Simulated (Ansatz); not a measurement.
The system is W.

```
CELL_PARAMETERS angstrom
0.00000 2.03000 2.03000
2.03000 0.00000 2.03000
2.03000 2.03000 0.00000
ATOMIC_POSITIONS crystal
W 0.00000 0.00000 0.00000
```

This isn't the form of W at room conditions, which is bcc.

| Item | Value |
| --- | --- |
| Program | Ansatz 0.2.0 |
| Task | relaxation of cell and atoms |
| Functional | PBE0 |
| Potentials or basis | Ansatz PAW |
| Cutoff | 420 eV (not typed: the program's choice for these potentials) |
| k mesh | 6 × 6 × 6 |
| Occupations | fermi-dirac, width 0.05 eV |
| Spin | no spin polarisation |

At the start: volume 16.73 Å³/atom.

**Question.** Where does the relaxation end?

**Answer.** It ends after 5 steps and the volume is 16.24 Å³/atom (-2.9 %); space group Fm-3m (No. 225, to 0.05 Å).

Step by step:
```csv
step,energy change (eV),largest force (eV/Å),volume (Å³)
1,0.0000,0.0000,16.73
2,-0.0139,0.0000,16.33
3,-0.0143,0.0000,16.24
4,-0.0143,0.0000,16.24
5,-0.0141,0.0000,16.24
```

Final structure:
```cif
data_structure
_symmetry_space_group_name_H-M 'P 1'
_symmetry_Int_Tables_number 1
_cell_length_a 2.8427
_cell_length_b 2.8427
_cell_length_c 2.8427
_cell_angle_alpha 60.000
_cell_angle_beta 60.000
_cell_angle_gamma 60.000
_cell_volume 16.24
loop_
_atom_site_label
_atom_site_type_symbol
_atom_site_fract_x
_atom_site_fract_y
_atom_site_fract_z
_atom_site_occupancy
W1 W 0.00000 0.00000 0.00000 1
```

Caveat: the k mesh is coarse (spacing up to 0.45 Å⁻¹), so the values aren't converged, least of all with exact exchange; the plane-wave basis is chosen anew once the cell has moved, so the energies of steps on either side of that aren't comparable; the PAW data sets come from PBE, with cores solved anew for the run's functional, which leaves a small shift of forces and pressure.
